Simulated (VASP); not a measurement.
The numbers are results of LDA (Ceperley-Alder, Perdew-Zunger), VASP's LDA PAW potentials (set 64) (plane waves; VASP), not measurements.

Gaps are without spin-orbit coupling.

Order these relaxed crystals by band gap, smallest first: CaH2O2, C2 (5); Si, Fd-3m (227); NaAuO2, C2/m (12); BaF2, Fm-3m (225).

Si, Fd-3m (227) (0.44 eV), NaAuO2, C2/m (12) (1.21 eV), CaH2O2, C2 (5) (4.86 eV), BaF2, Fm-3m (225) (6.60 eV)
